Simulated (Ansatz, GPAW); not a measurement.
This is a calculation of Li2S for GPAW 26.7.0 (ASE script). 

File run.py:

```python
from ase.dft.bandgap import bandgap
from ase.io import read, write
from ase.units import GPa
from gpaw import GPAW, PW

atoms = read('Li2S.xyz')

calc = GPAW(mode=PW(800),
            xc='PBE',
            kpts={'size': (8, 8, 8), 'gamma': True},
            occupations={'name': 'methfessel-paxton', 'order': 0, 'width': 0.023},
            nbands=12,
            convergence={'density': 1e-05, 'energy': 1e-05},
            maxiter=150,
            txt='gpaw.txt')
atoms.calc = calc
energy = atoms.get_potential_energy()
forces = atoms.get_forces()
stress = atoms.get_stress()
calc.write('gs.gpw')
write('result.traj', atoms)
print(f'Energy: {energy:.6f} eV')
print('Forces (eV/A):')
print(forces.round(4))
print('Stress (GPa):', (stress / GPa).round(3))
print('Fermi level:', round(calc.get_fermi_level(), 4), 'eV')
print(f'Gap: {bandgap(calc)[0]:.4f} eV, direct: {bandgap(calc, direct=True)[0]:.4f} eV')
```

File Li2S.xyz:

```xyz
3
Lattice="0.0000000000 2.8445000000 2.8445000000 2.8445000000 0.0000000000 2.8445000000 2.8445000000 2.8445000000 0.0000000000" Properties=species:S:1:pos:R:3 pbc="T T T"
S      0.0000000000      0.0000000000      0.0000000000
Li     4.2667500000      4.2667500000      4.2667500000
Li     1.4222500000      1.4222500000      1.4222500000
```

Potentials or basis: GPAW PAW data sets (gpaw-data 1.2.1), pw.

The run is started by

```console
$ OMP_NUM_THREADS=1 python run.py
```

**Question.** Set up the same calculation for Ansatz 0.2.0. Potentials or basis there: Ansatz PAW, cutoff 420 eV.

**Answer.** As run (cutoffs and basis follow the program's own potentials, and thresholds, step limits or extra output files can differ):

input.yaml

```yaml
crystal:
  lattice:
    - [0.0, 2.8445, 2.8445]
    - [2.8445, 0.0, 2.8445]
    - [2.8445, 2.8445, 0.0]
  atoms:
    - { symbol: S, position: [0.0, 0.0, 0.0] }
    - { symbol: Li, position: [0.75, 0.75, 0.75] }
    - { symbol: Li, position: [0.25, 0.25, 0.25] }
hamiltonian:
  xc: pbe
  pseudopotentials: { kind: paw }
kpoints:
  mp_grid: { grid: [8, 8, 8] }
scf:
  occupations: { method: gaussian, width: 0.023 }
output:
  forces: true
  stress: true
  eigenvalues: true
```

Potentials or basis: Ansatz PAW.

Run with:

```bash
$ ansatz run input.yaml --threads 2 --pin off --max-ram 5632MiB --backend cpu --events-out ev --progress --plain --runs-dir out
```

Both were run:

|  | GPAW | Ansatz |
| --- | --- | --- |
| Pressure | 0.9 GPa | 0.4 GPa |

Ansatz's pressure holds a Pulay term of +0.00 GPa for its cutoff of 420 eV, which the other run lacks.

The potentials hold 8 and 12 valence electrons a cell.

Where Ansatz's input types no cutoff or centring, it takes its own default and a Γ-centred mesh.

Pressure is positive in compression.
